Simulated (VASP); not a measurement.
# CaF3 (I4/mmm) in VASP: further runs

Runs on CaF3. Level: PBEsol. Tasks: single point.

Everything below comes from runs of VASP 6.6.1. Logs are shortened: lines on timing, memory, paths and dates and some standing lists are left out, and cuts for length are marked.

**1. The structure**

It takes space group I4/mmm (No. 139, tetragonal). The conventional cell has a = 3.799 Å, b = 3.799 Å, c = 6.445 Å, α = 90.00°, β = 90.00°, γ = 90.00°. Ca (site symmetry 4/mmm) is surrounded by 12 F at 2.49 to 2.69 Å. F (site symmetry -4m2) is surrounded by 4 Ca at 2.49 Å and 8 F at 2.49 to 2.69 Å. F (site symmetry 4/mmm) is surrounded by 8 F at 2.49 Å and 4 Ca at 2.69 Å.

The cell comes from a database or a generator and needn't be the stable form of this composition.

**2. Single point, PBEsol**

File INCAR:

```
PREC = Accurate ; ENCUT = 520
EDIFF = 1E-6 ; ISMEAR = 0
SIGMA = 0.15 ; LREAL = False
LASPH = True ; NELM = 100
ALGO = Normal ; ISIF = 2
LWAVE = False ; LCHARG = True
GGA = PS ; LELF = True
LVHAR = True ; NBANDS = 24
```

File KPOINTS:

```
Automatic mesh
0
Gamma
  9 9 9
```

File POSCAR:

```
CaF3
1.0
   -1.8994070000      1.8994070000      3.2226830000
    1.8994070000     -1.8994070000      3.2226830000
    1.8994070000      1.8994070000     -3.2226830000
Ca F
1 3
Direct
    0.0000000000      0.0000000000      0.0000000000
    0.7500000000      0.2500000000      0.5000000000
    0.2500000000      0.7500000000      0.5000000000
    0.5000000000      0.5000000000      0.0000000000
```

Potentials or basis: VASP PAW PBE potentials, release 64 (Ca_sv, F).

On the command line:

```sh
$ cat potpaw_PBE.64/Ca_sv/POTCAR potpaw_PBE.64/F/POTCAR > POTCAR
$ mpirun -np 1 vasp_std > vasp.out
```

OUTCAR:

```text
PREC = Accurate
   ENCUT = 520
   EDIFF = 1E-6
   ISMEAR = 0
   LREAL = False
   LASPH = True
   NELM = 100
   ISIF = 2
   GGA = PS

 ion  position               nearest neighbor table
   1  0.000  0.000  0.000-   2 2.49   3 2.49   2 2.49   3 2.49   2 2.49   3 2.49   2 2.49   3 2.49

   2  0.750  0.250  0.500-   1 2.49   1 2.49   1 2.49   1 2.49
   3  0.250  0.750  0.500-   1 2.49   1 2.49   1 2.49   1 2.49
   4  0.500  0.500  0.000-

  LATTYP: Found a body centered tetragonal cell.
 ALAT       =     3.7988140000
 C/A-ratio  =     1.6966784897

  Lattice vectors:

 A1 = (  -1.8994070000,   1.8994070000,   3.2226830000)
 A2 = (   1.8994070000,  -1.8994070000,   3.2226830000)
 A3 = (   1.8994070000,   1.8994070000,  -3.2226830000)

Analysis of symmetry for initial positions (statically):
=====================================================================
 Subroutine PRICEL returns:
 Original cell was already a primitive cell.

 Routine SETGRP: Setting up the symmetry group for a
 body centered tetragonal supercell.

 Subroutine GETGRP returns: Found 16 space group operations
 (whereof 16 operations were pure point group operations)
 out of a pool of 16 trial point group operations.

The static configuration has the point symmetry D_4h.

Analysis of symmetry for dynamics (positions and initial velocities):
=====================================================================
 Subroutine PRICEL returns:
 Original cell was already a primitive cell.

 Routine SETGRP: Setting up the symmetry group for a
 body centered tetragonal supercell.

 Subroutine GETGRP returns: Found 16 space group operations
 (whereof 16 operations were pure point group operations)
 out of a pool of 16 trial point group operations.

The dynamic configuration has the point symmetry D_4h.

 Subroutine INISYM returns: Found 16 space group operations
 (whereof 16 operations are pure point group operations),
 and found     1 'primitive' translations

----------------------------------------------------------------------------------------

                                     Primitive cell

  volume of cell :      46.5065

  direct lattice vectors                    reciprocal lattice vectors
    -1.899407000  1.899407000  3.222683000     0.000000000  0.263240053  0.155150227
     1.899407000 -1.899407000  3.222683000     0.263240053  0.000000000  0.155150227
     1.899407000  1.899407000 -3.222683000     0.263240053  0.263240053  0.000000000

  length of vectors
     4.195375981  4.195375981  4.195375981     0.305560008  0.305560008  0.372277654

  position of ions in fractional coordinates (direct lattice)
     0.000000000  0.000000000  0.000000000
     0.750000000  0.250000000  0.500000000
     0.250000000  0.750000000  0.500000000
     0.500000000  0.500000000  0.000000000

  ion indices of the primitive-cell ions
   primitive index   ion index
                 1           1
                 2           2
                 3           3
                 4           4

----------------------------------------------------------------------------------------

 KPOINTS: Automatic mesh

Automatic generation of k-mesh.
 Grid dimensions read from file:
 generate k-points for:    9    9    9

 Generating k-lattice:

  Cartesian coordinates                     Fractional coordinates (reciprocal lattice)
     0.000000000  0.029248895  0.017238914     0.111111111  0.000000000 -0.000000000
     0.029248895  0.000000000  0.017238914     0.000000000  0.111111111 -0.000000000
     0.029248895  0.029248895  0.000000000     0.000000000  0.000000000  0.111111111

  Length of vectors
     0.033951112  0.033951112  0.041364184

  Shift w.r.t. Gamma in fractional coordinates (k-lattice)
     0.000000000  0.000000000  0.000000000

 Subroutine IBZKPT returns following result:
 ===========================================

 Found     75 irreducible k-points:

 Following reciprocal coordinates:
            Coordinates               Weight
  0.000000  0.000000  0.000000      1.000000
  0.111111  0.000000  0.000000      8.000000
  0.222222  0.000000  0.000000      8.000000
  0.333333  0.000000 -0.000000      8.000000
  0.444444  0.000000  0.000000      8.000000
  0.111111  0.111111  0.000000      8.000000
[... 16 lines left out ...]
 -0.333333  0.333333  0.000000      4.000000
  0.444444  0.444444  0.000000      8.000000
 [... further k-points ...]
   k-points           NKPTS =     75   k-points in BZ     NKDIM =     75   number of bands    NBANDS=     24
   number of dos      NEDOS =    301   number of ions     NIONS =      4
   total plane-waves  NPLWV =  32768
   dimension x,y,z NGX =    32 NGY =   32 NGZ =   32
   dimension x,y,z NGXF=    64 NGYF=   64 NGZF=   64
   ions per type =               1   3
   NGX,Y,Z   is equivalent  to a cutoff of  12.68, 12.68, 12.68 a.u.
   NGXF,Y,Z  is equivalent  to a cutoff of  25.36, 25.36, 25.36 a.u.
 SYSTEM =  unknown system
   PREC   = accura    normal or accurate (medium, high low for compatibility)
   ISTART =      0    job   : 0-new  1-cont  2-samecut
   ICHARG =      2    charge: 1-file 2-atom 10-const
   ISPIN  =      1    spin polarized calculation?
   LNONCOLLINEAR =      F non collinear calculations
   LSORBIT =      F    spin-orbit coupling
   LASPH  =      T    aspherical Exc in radial PAW
   ENCUT  =  520.0 eV  38.22 Ry    6.18 a.u.   7.80  7.80  7.80*2*pi/ulx,y,z
   NELM   =    100;   NELMIN=  2; NELMDL= -5     # of ELM steps
   EDIFF  = 0.1E-05   stopping-criterion for ELM
   LREAL  =      F    real-space projection
   EDIFFG = 0.1E-04   stopping-criterion for IOM
   NSW    =      0    number of steps for IOM
   IBRION =     -1    ionic relax: 0-MD 1-quasi-New 2-CG
   NFREE  =      0    steps in history (QN), initial steepest desc. (CG)
   ISIF   =      2    stress and relaxation
   ISYM   =      2    0-nonsym 1-usesym 2-fastsym
   POTIM  = 0.5000    time-step for ionic-motion
   TEBEG  =    0.0;   TEEND  =   0.0 temperature during run
   PSTRESS=    0.0 pullay stress
   NELECT =      31.0000    total number of electrons
   NUPDOWN=      -1.0000    fix difference up-down
   EMIN   =  10.00;   EMAX   =-10.00  energy-range for DOS
   EFERMI =   0.00;   METHOD = LEGACY
   ISMEAR =     0;   SIGMA  =   0.15  broadening in eV -4-tet -1-fermi 0-gaus
   EFERMI_NEDOS =   21; number of points for ismear=-14 and -15
   IALGO  =     38    algorithm
   IMIX   =      4    mixing-type and parameters
     AMIX     =   0.40;   BMIX     =  1.00
     AMIX_MAG =   1.60;   BMIX_MAG =  1.00
  volume/ion in A,a.u.               =      11.63        78.46
  Fermi-wavevector in a.u.,A,eV,Ry     =   1.430071  2.702442 27.825305  2.045102
  Thomas-Fermi vector in A             =   2.549956
   LORBIT       =      0    0 simple, 1 ext, 2 COOP (PROOUT), +10 PAW based schemes
   GGA     = PS    functional components
   LHFCALC =     F    Hartree Fock is set to
   AEXX    =    0.0000 exact exchange contribution
   IVDW    =     0    specifies the selected vdW correction
   LEPSILON=     F    determine dielectric tensor
   LRPA    =     F    only Hartree local field effects (RPA)
 non-spin polarized calculation
 Gauss-broadening in eV      SIGMA  =   0.15
  energy-cutoff  :      520.00
  volume of cell :       46.51
 maximum number of plane-waves:      1263
   NGX = 15   NGY = 15   NGZ = 15

 number of electron      31.0000011 magnetization

 Free energy of the ion-electron system (eV)
  ---------------------------------------------------
  ext. energy  EPLUGINS =         0.00000000
  ---------------------------------------------------
  free energy    TOTEN  =       -18.72422980 eV

  energy without entropy =      -18.61672373  energy(sigma->0) =      -18.67047676

 E-fermi :  -0.6861     XC(G=0): -10.7184

 val. band max:       -0.6866989637   @ k =   0.0000   0.0000   0.0000
 cond. band min:      -0.6767108199   @ k =  -0.1111   0.4444   0.1111
 fundamental gap:      0.0099881437
 Fermi energy:        -0.6861135004

 k-point     1 :       0.0000    0.0000    0.0000
  band No.  band energies     occupation
      1     -37.1776      2.00000
      2     -21.3295      2.00000
      3     -20.0652      2.00000
      4     -19.8075      2.00000
      5     -18.1953      2.00000
      6     -18.1922      2.00000
[... 16 lines left out ...]
     23      16.4245      0.00000
     24      18.2751      0.00000

 k-point     2 :       0.1111    0.0000    0.0000
  band No.  band energies     occupation
      1     -37.1754      2.00000
      2     -21.3192      2.00000
      3     -20.0893      2.00000
      4     -19.8408      2.00000
      5     -18.1937      2.00000
      6     -18.1924      2.00000
[... 16 lines left out ...]
     23      16.2720      0.00000
     24      17.8066      0.00000

 k-point     3 :       0.2222    0.0000    0.0000
  band No.  band energies     occupation
      1     -37.1698      2.00000
      2     -21.2802      2.00000
      3     -20.1692      2.00000
      4     -19.9259      2.00000
      5     -18.1935      2.00000
      6     -18.1929      2.00000
[... 16 lines left out ...]
     23      15.8031      0.00000
     24      16.7652      0.00000
[... 514 lines left out ...]
 k-point    23 :      -0.3333    0.3333    0.0000
  band No.  band energies     occupation
      1     -37.1560      2.00000
      2     -21.0855      2.00000
      3     -20.3114      2.00000
      4     -20.1353      2.00000
      5     -18.2821      2.00000
      6     -18.2183      2.00000
[... 16 lines left out ...]
     23      14.9357      0.00000
     24      16.6746      0.00000

 k-point    24 :       0.4444    0.4444    0.0000
  band No.  band energies     occupation
      1     -37.1495      2.00000
      2     -20.7618      2.00000
      3     -20.4908      2.00000
      4     -20.4097      2.00000
      5     -18.2874      2.00000
      6     -18.2002      2.00000
[... 16 lines left out ...]
     23      13.6447      0.00000
     24      16.0398      0.00000

 [... further k-points ...]

------------------------ aborting loop because EDIFF is reached ----------------------------------------

  FORCE on cell =-STRESS in cart. coord.  units (eV):
  Direction    XX          YY          ZZ          XY          YZ          ZX
  --------------------------------------------------------------------------------------
  -------------------------------------------------------------------------------------
  Total       -0.9410933     -0.9410933     -1.2858951      0.0000000      0.0000000      0.0000000
  in kB      -32.4212411    -32.4212411    -44.2998738      0.0000000      0.0000000      0.0000000
  external PRESSURE =     -36.3807853 kB  Pullay stress =       0.0000000 kB

 VOLUME and BASIS-vectors are now :
 -----------------------------------------------------------------------------
  energy-cutoff  :      520.00
  volume of cell :       46.51
      direct lattice vectors                 reciprocal lattice vectors
    -1.899407000  1.899407000  3.222683000     0.000000000  0.263240053  0.155150227
     1.899407000 -1.899407000  3.222683000     0.263240053  0.000000000  0.155150227
     1.899407000  1.899407000 -3.222683000     0.263240053  0.263240053  0.000000000

 POSITION                                       TOTAL-FORCE (eV/Angst)
 -----------------------------------------------------------------------------------
      0.00000      0.00000      0.00000        -0.000000      0.000000      0.000000
      0.00000      1.89941      1.61134         0.000000     -0.000000     -0.000000
      1.89941      0.00000      1.61134        -0.000000     -0.000000      0.000000
      0.00000      0.00000      3.22268        -0.000000      0.000000      0.000000
 -----------------------------------------------------------------------------------
    total drift:                               -0.000000     -0.000000      0.000000

  FREE ENERGIE OF THE ION-ELECTRON SYSTEM (eV)
  ---------------------------------------------------
  free  energy   TOTEN  =       -18.7242298012 eV

  energy  without entropy=      -18.6167237286  energy(sigma->0) =      -18.67047676
```

Wall time 81 s (1 thread of Intel Xeon Platinum 8488C (Sapphire Rapids), shared host); peak memory 0.22 GiB.

What came out:

```
Free energy            : -18.7242 eV
Pressure               : -3.6 GPa
Band gap on the k mesh : none (metal or under the smearing width)
```

Levels at points of the mesh, in eV from the Fermi level:
| k point | band 12 | band 13 | band 14 | band 15 | band 16 | band 17 | band 18 | band 19 | band 20 | band 21 |
| --- | --- | --- | --- | --- | --- | --- | --- | --- | --- | --- |
| (0.00, 0.00, 0.00) | -1.61 | -1.61 | -0.05 | 0.00 | 0.00 | 7.98 | 8.68 | 8.84 | 9.41 | 10.17 |

Caveat: the PAW data sets were made with another functional, which shifts forces and pressure a little; an odd number of electrons without spin polarisation forces a metal; a magnetic or distorted state may lie lower.

(Part 1 of 2 ends here.)
